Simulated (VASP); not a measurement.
# BN (P6_3/mmc) in VASP: single point with PBE

Aim: the single point of BN with PBE.

All numbers are computed with VASP 6.6.1; they aren't measurements. Logs are shortened: lines on timing, memory, paths and dates and some standing lists are left out, and cuts for length are marked.

**1. The structure**

The structure is hexagonal, space group P6_3/mmc (No. 194). The conventional cell has a = 2.498 Å, b = 2.498 Å, c = 6.636 Å, α = 90.00°, β = 90.00°, γ = 120.00°. Around B (site symmetry -6m2) lie 3 N at 1.44 Å. Around N (site symmetry -6m2) lie 3 B at 1.44 Å.

**2. Single point, PBE**

File INCAR:

```
PREC = Accurate
ENCUT = 520
EDIFF = 1E-7
ISMEAR = 0
SIGMA = 0.01
LREAL = False
LASPH = True
NELM = 100
ALGO = Normal
ISIF = 2
LWAVE = False
LCHARG = False
GGA = PE
NBANDS = 16
```

File KPOINTS:

```
Automatic mesh
0
Gamma
  9 9 3
```

File POSCAR:

```
BN
1.0
    2.4982400000      0.0000000000      0.0000000000
   -1.2491200000      2.1635393000      0.0000000000
    0.0000000000      0.0000000000      6.6357000000
B N
2 2
Direct
    0.3333333300      0.6666666700      0.2500000000
    0.6666666700      0.3333333300      0.7500000000
    0.3333333300      0.6666666700      0.7500000000
    0.6666666700      0.3333333300      0.2500000000
```

Potentials or basis: VASP PAW PBE potentials, release 64 (B, N).

Started as:

```
$ cat potpaw_PBE.64/B/POTCAR potpaw_PBE.64/N/POTCAR > POTCAR
$ mpirun -np 1 vasp_std > vasp.out
```

OUTCAR:

```text
PREC = Accurate
   ENCUT = 520
   EDIFF = 1E-7
   ISMEAR = 0
   LREAL = False
   LASPH = True
   NELM = 100
   ISIF = 2
   GGA = PE

 ion  position               nearest neighbor table
   1  0.333  0.667  0.250-   4 1.44   4 1.44   4 1.44
   2  0.667  0.333  0.750-   3 1.44   3 1.44   3 1.44
   3  0.333  0.667  0.750-   2 1.44   2 1.44   2 1.44
   4  0.667  0.333  0.250-   1 1.44   1 1.44   1 1.44

  LATTYP: Found a hexagonal cell.
 ALAT       =     2.4982400000
 C/A-ratio  =     2.6561499296

  Lattice vectors:

 A1 = (   2.4982400000,   0.0000000000,   0.0000000000)
 A2 = (  -1.2491200000,   2.1635393000,   0.0000000000)
 A3 = (   0.0000000000,   0.0000000000,   6.6357000000)

Analysis of symmetry for initial positions (statically):
=====================================================================
 Subroutine PRICEL returns:
 Original cell was already a primitive cell.

 Routine SETGRP: Setting up the symmetry group for a
 hexagonal supercell.

 Subroutine GETGRP returns: Found 24 space group operations
 (whereof 12 operations were pure point group operations)
 out of a pool of 24 trial point group operations.

The static configuration has the point symmetry D_3d.
 The point group associated with its full space group is D_6h.

Analysis of symmetry for dynamics (positions and initial velocities):
=====================================================================
 Subroutine PRICEL returns:
 Original cell was already a primitive cell.

 Routine SETGRP: Setting up the symmetry group for a
 hexagonal supercell.

 Subroutine GETGRP returns: Found 24 space group operations
 (whereof 12 operations were pure point group operations)
 out of a pool of 24 trial point group operations.

The dynamic configuration has the point symmetry D_3d.
 The point group associated with its full space group is D_6h.

 Subroutine INISYM returns: Found 24 space group operations
 (whereof 12 operations are pure point group operations),
 and found     1 'primitive' translations

----------------------------------------------------------------------------------------

                                     Primitive cell

  volume of cell :      35.8662

  direct lattice vectors                    reciprocal lattice vectors
     2.498240000  0.000000000  0.000000000     0.400281798  0.231102805  0.000000000
[... 91 lines left out ...]
   EDIFFG = 0.1E-05   stopping-criterion for IOM
   NSW    =      0    number of steps for IOM
   IBRION =     -1    ionic relax: 0-MD 1-quasi-New 2-CG
   NFREE  =      0    steps in history (QN), initial steepest desc. (CG)
   ISIF   =      2    stress and relaxation
   ISYM   =      2    0-nonsym 1-usesym 2-fastsym
   POTIM  = 0.5000    time-step for ionic-motion
   TEBEG  =    0.0;   TEEND  =   0.0 temperature during run
   PSTRESS=    0.0 pullay stress
   NELECT =      16.0000    total number of electrons
   NUPDOWN=      -1.0000    fix difference up-down
   EMIN   =  10.00;   EMAX   =-10.00  energy-range for DOS
   EFERMI =   0.00;   METHOD = LEGACY
   ISMEAR =     0;   SIGMA  =   0.01  broadening in eV -4-tet -1-fermi 0-gaus
   EFERMI_NEDOS =   21; number of points for ismear=-14 and -15
   IALGO  =     38    algorithm
   IMIX   =      4    mixing-type and parameters
     AMIX     =   0.40;   BMIX     =  1.00
     AMIX_MAG =   1.60;   BMIX_MAG =  1.00
  volume/ion in A,a.u.               =       8.97        60.51
  Fermi-wavevector in a.u.,A,eV,Ry     =   1.250891  2.363842 21.289433  1.564729
  Thomas-Fermi vector in A             =   2.384864
   LORBIT       =      0    0 simple, 1 ext, 2 COOP (PROOUT), +10 PAW based schemes
   GGA     = PE    functional components
   LHFCALC =     F    Hartree Fock is set to
   AEXX    =    0.0000 exact exchange contribution
   IVDW    =     0    specifies the selected vdW correction
   LEPSILON=     F    determine dielectric tensor
   LRPA    =     F    only Hartree local field effects (RPA)
 non-spin polarized calculation
 Gauss-broadening in eV      SIGMA  =   0.01
  energy-cutoff  :      520.00
  volume of cell :       35.87
 maximum number of plane-waves:       985
 NGX is ok and might be reduce to    20
   NGX =  9   NGY =  9   NGZ = 25

 number of electron      15.9999997 magnetization

 Free energy of the ion-electron system (eV)
  ---------------------------------------------------
  ext. energy  EPLUGINS =         0.00000000
  ---------------------------------------------------
  free energy    TOTEN  =       -35.14688313 eV

  energy without entropy =      -35.14688313  energy(sigma->0) =      -35.14688313

 E-fermi :   2.3455     XC(G=0): -10.0886

 val. band max:        2.2877161782   @ k =   0.3333   0.3333   0.3333
 cond. band min:       6.7145066636   @ k =   0.4444   0.1111   0.0000
 fundamental gap:      4.4267904855
 Fermi energy:         2.3455124657

 k-point     1 :       0.0000    0.0000    0.0000
  band No.  band energies     occupation
      1     -15.5316      2.00000
      2     -15.2363      2.00000
      3      -3.9420      2.00000
      4      -1.8138      2.00000
      5       0.9862      2.00000
      6       0.9862      2.00000
[... 433 lines left out ...]
      3      -5.6619      2.00000
      4      -5.5818      2.00000
      5      -4.8483      2.00000
      6      -4.8483      2.00000
[... 8 lines left out ...]
     15      19.6896      0.00000
     16      20.1732      0.00000

------------------------ aborting loop because EDIFF is reached ----------------------------------------

  FORCE on cell =-STRESS in cart. coord.  units (eV):
  Direction    XX          YY          ZZ          XY          YZ          ZX
  --------------------------------------------------------------------------------------
  -------------------------------------------------------------------------------------
  Total        1.4088936      1.4088936      0.6371420      0.0000000     -0.0000000      0.0000000
  in kB       62.9365732     62.9365729     28.4617173      0.0000000     -0.0000000      0.0000000
  external PRESSURE =      51.4449545 kB  Pullay stress =       0.0000000 kB

 VOLUME and BASIS-vectors are now :
 -----------------------------------------------------------------------------
  energy-cutoff  :      520.00
  volume of cell :       35.87
      direct lattice vectors                 reciprocal lattice vectors
     2.498240000  0.000000000  0.000000000     0.400281798  0.231102805  0.000000000
    -1.249120000  2.163539300  0.000000000     0.000000000  0.462205609  0.000000000
     0.000000000  0.000000000  6.635700000     0.000000000  0.000000000  0.150700002

 POSITION                                       TOTAL-FORCE (eV/Angst)
 -----------------------------------------------------------------------------------
     -0.00000      1.44236      1.65892        -0.000000      0.000000      0.000000
      1.24912      0.72118      4.97677         0.000000     -0.000000      0.000000
     -0.00000      1.44236      4.97677         0.000000     -0.000000      0.000000
      1.24912      0.72118      1.65892        -0.000000      0.000000      0.000000
 -----------------------------------------------------------------------------------
    total drift:                               -0.000002      0.000001      0.000000

  FREE ENERGIE OF THE ION-ELECTRON SYSTEM (eV)
  ---------------------------------------------------
  free  energy   TOTEN  =       -35.1468831254 eV

  energy  without entropy=      -35.1468831254  energy(sigma->0) =      -35.14688313
```

stdout:

```text
POSCAR found type information on POSCAR B N
 POSCAR found :  2 types and       4 ions
 scaLAPACK will be used
 LDA part: xc-table for (Slater+PW92), standard interpolation
 POSCAR, INCAR and KPOINTS ok, starting setup
 FFT: planning ... GRIDC
 FFT: planning ... GRID_SOFT
 FFT: planning ... GRID
 WAVECAR not read
 entering main loop
```

Run time: 10 s. Hardware: 1 thread of Intel Xeon Platinum 8488C (Sapphire Rapids), shared host; peak memory 0.14 GiB.

What came out:

- Free energy: -35.1469 eV
- Pressure: 5.1 GPa
- Band gap on the k mesh: 4.43 eV, indirect (least direct gap 4.71 eV)

Levels at points of the mesh, in eV from the valence-band top:
```
           k point  band 5  band 6  band 7  band 8  band 9  band 10  band 11  band 12
(0.00, 0.00, 0.00)   -1.30   -1.30   -1.26   -1.26    5.29    10.37    11.63    11.63
```

Caveat: an odd mesh through Γ misses points on the zone boundary, where band edges often lie; this functional lacks dispersion, which binds the layers, so the pressure and a relaxed spacing across them are unreliable.
